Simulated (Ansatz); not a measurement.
# Ti started on an O site and O started in the widest void in rutile TiO2, 73 atoms, charge 0

Aim: let the atoms about the defect relax, then find its formation energy, its levels in the gap and its spin by PBEsol and r²SCAN.

Program: Ansatz 0.2.0, PAW, plane waves. These are calculated values, not measurements.

## Step 1: Starting point

73 atoms (25 Ti, 48 O); a = 9.183 Å, b = 9.183 Å, c = 8.817 Å, α = 90.00°, β = 90.00°, γ = 90.00°. All atoms were shaken off their sites by about 0.02 Å along each axis. Defect site 1: (0.598, 0.402, 0.500). Defect site 2: (0.750, 0.500, 0.750). Starting moments add up to 2 μB.

The runs, in order: (2) PBEsol relaxation at the single k point (¼, ¼, ¼), on 1 × NVIDIA GB300 Max-Q with 8 threads of Arm Neoverse-V2; (3) r²SCAN single point at the single k point (¼, ¼, ¼), on 1 × NVIDIA GB300 Max-Q with 8 threads of Arm Neoverse-V2.

## Step 2: Relaxation of the positions (PBEsol)

in.yaml reads:

```yaml
crystal:
  lattice:
    - [9.182828, 0.000000, 0.000000]
    - [0.000000, 9.182828, 0.000000]
    - [0.000000, 0.000000, 8.816612]
  atoms:
    - { symbol: Ti, position: [0.999984, 0.001646, 0.007190] }
    - { symbol: Ti, position: [0.998674, 0.000255, 0.330931] }
    - { symbol: Ti, position: [0.998915, 0.000605, 0.668309] }
    - { symbol: Ti, position: [0.999563, 0.500054, 0.001852] }
    - { symbol: Ti, position: [0.002054, 0.501003, 0.333858] }
    - { symbol: Ti, position: [0.001597, 0.500074, 0.670006] }
    - { symbol: Ti, position: [0.499868, 0.999186, 0.000531] }
    - { symbol: Ti, position: [0.499839, 0.999849, 0.329677] }
    - { symbol: Ti, position: [0.500591, 0.001983, 0.667672] }
    - { symbol: Ti, position: [0.499925, 0.497166, 0.006305] }
    - { symbol: Ti, position: [0.498540, 0.500161, 0.335194] }
    - { symbol: Ti, position: [0.496928, 0.503045, 0.673850] }
    - { symbol: Ti, position: [0.250250, 0.250914, 0.167422] }
    - { symbol: Ti, position: [0.251838, 0.251535, 0.498388] }
    - { symbol: Ti, position: [0.252716, 0.249359, 0.837728] }
    - { symbol: Ti, position: [0.247251, 0.751532, 0.163690] }
    - { symbol: Ti, position: [0.250260, 0.749715, 0.503645] }
    - { symbol: Ti, position: [0.250477, 0.743996, 0.832133] }
    - { symbol: Ti, position: [0.752619, 0.254273, 0.167198] }
    - { symbol: Ti, position: [0.749192, 0.254614, 0.499524] }
    - { symbol: Ti, position: [0.750572, 0.250762, 0.828896] }
    - { symbol: Ti, position: [0.749677, 0.752257, 0.171507] }
    - { symbol: Ti, position: [0.748398, 0.749531, 0.497319] }
    - { symbol: Ti, position: [0.747141, 0.754093, 0.832129] }
    - { symbol: Ti, position: [0.596446, 0.400266, 0.500268], spin: 2 }
    - { symbol: O, position: [0.151100, 0.153898, 0.003662] }
    - { symbol: O, position: [0.153377, 0.153056, 0.333994] }
    - { symbol: O, position: [0.149877, 0.152252, 0.665029] }
    - { symbol: O, position: [0.153821, 0.652664, 0.001860] }
    - { symbol: O, position: [0.153041, 0.651981, 0.330399] }
    - { symbol: O, position: [0.152600, 0.653234, 0.665580] }
    - { symbol: O, position: [0.651200, 0.148542, 0.002286] }
    - { symbol: O, position: [0.652570, 0.154210, 0.334868] }
    - { symbol: O, position: [0.654972, 0.150649, 0.664667] }
    - { symbol: O, position: [0.652036, 0.651707, 0.996132] }
    - { symbol: O, position: [0.656368, 0.654534, 0.331550] }
    - { symbol: O, position: [0.650088, 0.651465, 0.669112] }
    - { symbol: O, position: [0.348460, 0.345344, 0.002783] }
    - { symbol: O, position: [0.346751, 0.344905, 0.332775] }
    - { symbol: O, position: [0.343928, 0.347939, 0.666820] }
    - { symbol: O, position: [0.348227, 0.848255, 0.994976] }
    - { symbol: O, position: [0.346123, 0.846370, 0.331149] }
    - { symbol: O, position: [0.347250, 0.847925, 0.669488] }
    - { symbol: O, position: [0.844055, 0.347093, 0.998301] }
    - { symbol: O, position: [0.846510, 0.344132, 0.333181] }
    - { symbol: O, position: [0.847181, 0.349436, 0.670198] }
    - { symbol: O, position: [0.846596, 0.848824, 0.000224] }
    - { symbol: O, position: [0.852053, 0.847821, 0.337277] }
    - { symbol: O, position: [0.847295, 0.851866, 0.669727] }
    - { symbol: O, position: [0.097839, 0.400704, 0.164200] }
    - { symbol: O, position: [0.097529, 0.400989, 0.499544] }
    - { symbol: O, position: [0.099263, 0.400560, 0.832120] }
    - { symbol: O, position: [0.098231, 0.899624, 0.164798] }
    - { symbol: O, position: [0.101495, 0.904673, 0.501727] }
    - { symbol: O, position: [0.097930, 0.906588, 0.835369] }
    - { symbol: O, position: [0.597863, 0.402008, 0.165150] }
    - { symbol: O, position: [0.596396, 0.405465, 0.833920] }
    - { symbol: O, position: [0.596527, 0.903681, 0.167355] }
    - { symbol: O, position: [0.596857, 0.904740, 0.501108] }
    - { symbol: O, position: [0.600073, 0.899145, 0.833714] }
    - { symbol: O, position: [0.400221, 0.098936, 0.167030] }
    - { symbol: O, position: [0.400456, 0.098839, 0.498949] }
    - { symbol: O, position: [0.400142, 0.097937, 0.834194] }
    - { symbol: O, position: [0.402743, 0.597690, 0.167634] }
    - { symbol: O, position: [0.402714, 0.599747, 0.500146] }
    - { symbol: O, position: [0.402159, 0.602592, 0.832230] }
    - { symbol: O, position: [0.907195, 0.096869, 0.165519] }
    - { symbol: O, position: [0.902313, 0.099251, 0.500238] }
    - { symbol: O, position: [0.900101, 0.097097, 0.836176] }
    - { symbol: O, position: [0.902074, 0.601007, 0.167231] }
    - { symbol: O, position: [0.903702, 0.600256, 0.499448] }
    - { symbol: O, position: [0.900205, 0.591879, 0.829276] }
    - { symbol: O, position: [0.753027, 0.501250, 0.745985] }
  symmetry: { detect: false }
kpoints:
  mp_grid: { grid: [1, 1, 1], shift: [0.25, 0.25, 0.25] }
hamiltonian:
  xc: pbesol
magnetization:
  spin_polarized: true
scf:
  occupations: { method: fermi_dirac, width: 0.01 }
relax:
  f_tol: 0.03
  max_steps: 80
  escape_saddle: false
  adjacent_minimum: "off"
output:
  forces: true
  eigenvalues: true
  populations: true
```

Run with:

```sh
ansatz run in.yaml --threads 8 --pin off --max-ram 118750MiB --runs-dir r --events-out ev --progress --plain --backend cuda --devices 0,
```

The runs that follow: r²SCAN on the final geometry.

**Question.** What will these runs give? Wanted: for each run, formation energy; host gap; top filled to lowest empty; moment.

**Answer**, as computed:

```
             level        time  formation energy (eV)  host gap (eV)  top filled to lowest empty (eV)  moment (μB)
PBEsol, relaxation  67 s (GPU)                  -1.67           1.83                             0.10         0.00
            r²SCAN  13 s (GPU)                  -1.23           2.21                             0.07         2.00
```

```
            quantity                               value
          relaxation  25 recorded steps, 22.33 eV gained
       largest shift                        2.93 Å (O73)
largest local moment                      +0.14 μB on Ti
```

**Reading.** Relaxation gains 22.33 eV, with shifts up to 2.93 Å (O73). The formation energy goes from -1.67 eV (PBEsol) to -1.23 eV (r²SCAN). The reservoirs are the elements' reference phases; where the defect changes the composition, the value depends on that choice. r²SCAN shows no level inside the gap that the count of atoms sharing it marks as tightly localised. A filled level lies near or above the host's conduction edge and spreads over many atoms, so that electron is band-like or shallow, not bound in a deep state; the formation energy is then not that of a true charge state of the defect. The moment depends on the level of theory: 0.0 μB by PBEsol, 2.0 μB by r²SCAN. The one k point lies off Γ, so the host's band edges aren't sampled; a defect level near or above the conduction edge can stay filled here though it would empty into the band on a fuller mesh. The host's edges were read at Γ, so band-like levels at this k point need not coincide with them. One k point and a cell of this size can leave errors of several tenths of an eV.
